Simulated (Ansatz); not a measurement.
**Calculated with Ansatz: CdIn2O4, relaxation**

input.yaml:

```yaml
crystal:
  lattice:
    - [0.0, 4.589298, 4.589298]
    - [4.589298, 0.0, 4.589298]
    - [4.589298, 4.589298, 0.0]
  atoms:
    - { symbol: In, position: [0.625, 0.625, 0.625] }
    - { symbol: In, position: [0.125, 0.625, 0.625] }
    - { symbol: In, position: [0.625, 0.625, 0.125] }
    - { symbol: In, position: [0.625, 0.125, 0.625] }
    - { symbol: O, position: [0.865, 0.865, 0.865] }
    - { symbol: O, position: [0.845, 0.385, 0.385] }
    - { symbol: O, position: [0.865, 0.865, 0.405] }
    - { symbol: O, position: [0.385, 0.845, 0.385] }
    - { symbol: O, position: [0.405, 0.865, 0.865] }
    - { symbol: O, position: [0.385, 0.385, 0.385] }
    - { symbol: O, position: [0.865, 0.405, 0.865] }
    - { symbol: O, position: [0.385, 0.385, 0.845] }
    - { symbol: Cd, position: [0.0, 0.0, 0.0] }
    - { symbol: Cd, position: [0.25, 0.25, 0.25] }
  symmetry: { tolerance: 0.0003 }
kpoints:
  mp_grid: { grid: [5, 5, 5], shift: [0, 0, 0] }
magnetization:
  spin_polarized: false
scf:
  occupations: { method: fermi_dirac }
  lower_state_search: "off"
hamiltonian:
  pseudopotentials: { kind: paw }
  xc: pbe
basis:
  ecutwfc: 420
  fft_grid_basis: typed
relax:
  max_steps: 80
  cell: { p_target: 20.0 }
  f_tol: 0.03
output:
  forces: true
  stress: true
  eigenvalues: true
  bader: true
  populations: true
  elf: true
  write_potential: true
  volumetric_format: npy
  dos:
    e_range: [-12, 8]
    de: 0.05
    projected: { site_lists: { Cd: [Cd], In: [In], O: [O] } }
checkpoint:
  read: saved_state
```

Run with:

```bash
ansatz run input.yaml --threads 2 --pin off --max-ram 3584MiB --backend cpu --events-out ev --progress --plain --runs-dir out
```

Origin of the cell: a database entry, scaled a little.

The smearing width isn't typed, so it takes its default of 0.1 eV.

The saved state is a converged single point of the same cell.

Steps («new basis» is an SCF on plane waves selected anew at the same cell):

| step | ΔH (meV/atom) | max force component (eV/Å) | P (GPa) | volume (Å³) | SCF iterations | step was |
| --- | --- | --- | --- | --- | --- | --- |
| 1 | 0.0 | 0.476 | 5.38 | 193.32 | 6 | accepted |
| 2 | -50.5 | 0.158 | 27.14 | 174.38 | 7 | accepted |
| 3 | -57.2 | 0.031 | 19.21 | 180.22 | 6 | accepted |
| 4 | -57.5 | 0.003 | 19.97 | 179.64 | 4 | accepted |
| 5 | -54.7 | 0.003 | 19.64 | 179.64 | 7 | new basis |
| 6 | -54.8 | 0.000 | 20.00 | 179.35 | 4 | accepted |
| 7 | -54.7 | 0.000 | 20.00 | 179.35 | 5 | new basis |

Step 1, with forces in eV/Å:

```xyz
14
Lattice="0.000 4.589 4.589 4.589 0.000 4.589 4.589 4.589 0.000" Properties=species:S:1:pos:R:3:forces:R:3 pbc="T T T" step=1
In    5.737    5.737    5.737    0.000    0.000    0.000
In    5.737    3.442    3.442    0.000    0.000    0.000
In    3.442    3.442    5.737    0.000    0.000    0.000
In    3.442    5.737    3.442    0.000    0.000    0.000
O     7.939    7.939    7.939   -0.476   -0.476   -0.476
O     3.534    5.645    5.645    0.476   -0.476   -0.476
O     5.828    5.828    7.939    0.476    0.476   -0.476
O     5.645    3.534    5.645   -0.476    0.476   -0.476
O     7.939    5.828    5.828   -0.476    0.476    0.476
O     3.534    3.534    3.534    0.476    0.476    0.476
O     5.828    7.939    5.828    0.476   -0.476    0.476
O     5.645    5.645    3.534   -0.476   -0.476    0.476
Cd    0.000    0.000    0.000    0.000    0.000    0.000
Cd    2.295    2.295    2.295    0.000    0.000    0.000
```

Step 2, with forces in eV/Å:

```xyz
14
Lattice="0.000 4.434 4.434 4.434 0.000 4.434 4.434 4.434 0.000" Properties=species:S:1:pos:R:3:forces:R:3 pbc="T T T" step=2
In    5.543    5.543    5.543    0.000    0.000    0.000
In    5.543    3.326    3.326    0.000    0.000    0.000
In    3.326    3.326    5.543    0.000    0.000    0.000
In    3.326    5.543    3.326    0.000    0.000    0.000
O     7.655    7.655    7.655    0.158    0.158    0.158
O     3.431    5.438    5.438   -0.158    0.158    0.158
O     5.648    5.648    7.655   -0.158   -0.158    0.158
O     5.438    3.431    5.438    0.158   -0.158    0.158
O     7.655    5.648    5.648    0.158   -0.158   -0.158
O     3.431    3.431    3.431   -0.158   -0.158   -0.158
O     5.648    7.655    5.648   -0.158    0.158   -0.158
O     5.438    5.438    3.431    0.158    0.158   -0.158
Cd    0.000    0.000    0.000    0.000    0.000    0.000
Cd    2.217    2.217    2.217    0.000    0.000    0.000
```

Step 3, with forces in eV/Å:

```xyz
14
Lattice="0.000 4.483 4.483 4.483 0.000 4.483 4.483 4.483 0.000" Properties=species:S:1:pos:R:3:forces:R:3 pbc="T T T" step=3
In    5.604    5.604    5.604    0.000    0.000    0.000
In    5.604    3.362    3.362    0.000    0.000    0.000
In    3.362    3.362    5.604    0.000    0.000    0.000
In    3.362    5.604    3.362    0.000    0.000    0.000
O     7.743    7.743    7.743   -0.031   -0.031   -0.031
O     3.465    5.501    5.501    0.031   -0.031   -0.031
O     5.707    5.707    7.743    0.031    0.031   -0.031
O     5.501    3.465    5.501   -0.031    0.031   -0.031
O     7.743    5.707    5.707   -0.031    0.031    0.031
O     3.465    3.465    3.465    0.031    0.031    0.031
O     5.707    7.743    5.707    0.031   -0.031    0.031
O     5.501    5.501    3.465   -0.031   -0.031    0.031
Cd    0.000    0.000    0.000    0.000    0.000    0.000
Cd    2.242    2.242    2.242    0.000    0.000    0.000
```

Step 5, with forces in eV/Å:

```xyz
14
Lattice="0.000 4.478 4.478 4.478 0.000 4.478 4.478 4.478 0.000" Properties=species:S:1:pos:R:3:forces:R:3 pbc="T T T" step=5
In    5.598    5.598    5.598    0.000    0.000    0.000
In    5.598    3.359    3.359    0.000    0.000    0.000
In    3.359    3.359    5.598    0.000    0.000    0.000
In    3.359    5.598    3.359    0.000    0.000    0.000
O     7.734    7.734    7.734   -0.003   -0.003   -0.003
O     3.462    5.495    5.495    0.003   -0.003   -0.003
O     5.701    5.701    7.734    0.003    0.003   -0.003
O     5.495    3.462    5.495   -0.003    0.003   -0.003
O     7.734    5.701    5.701   -0.003    0.003    0.003
O     3.462    3.462    3.462    0.003    0.003    0.003
O     5.701    7.734    5.701    0.003   -0.003    0.003
O     5.495    5.495    3.462   -0.003   -0.003    0.003
Cd    0.000    0.000    0.000    0.000    0.000    0.000
Cd    2.239    2.239    2.239    0.000    0.000    0.000
```

Step 7, with forces in eV/Å:

```xyz
14
Lattice="0.000 4.476 4.476 4.476 0.000 4.476 4.476 4.476 0.000" Properties=species:S:1:pos:R:3:forces:R:3 pbc="T T T" step=7
In    5.595    5.595    5.595    0.000    0.000    0.000
In    5.595    3.357    3.357    0.000    0.000    0.000
In    3.357    3.357    5.595    0.000    0.000    0.000
In    3.357    5.595    3.357    0.000    0.000    0.000
O     7.730    7.730    7.730    0.000    0.000    0.000
O     3.460    5.492    5.492    0.000    0.000    0.000
O     5.698    5.698    7.730    0.000    0.000    0.000
O     5.492    3.460    5.492    0.000    0.000    0.000
O     7.730    5.698    5.698    0.000    0.000    0.000
O     3.460    3.460    3.460    0.000    0.000    0.000
O     5.698    7.730    5.698    0.000    0.000    0.000
O     5.492    5.492    3.460    0.000    0.000    0.000
Cd    0.000    0.000    0.000    0.000    0.000    0.000
Cd    2.238    2.238    2.238    0.000    0.000    0.000
```

```yaml
Enthalpy_lowered_by: 54.7 meV/atom
Volume_change: -7.23 %
Final_pressure: 20.00 GPa
Relaxation_steps_listed: 7
```

Caveats: the relaxation held the start's symmetry, so the end may be a saddle point.

The run took 100 s on 2 threads of Arm Neoverse V1, with other jobs on the host, peak memory 0.62 GiB, from a saved density.
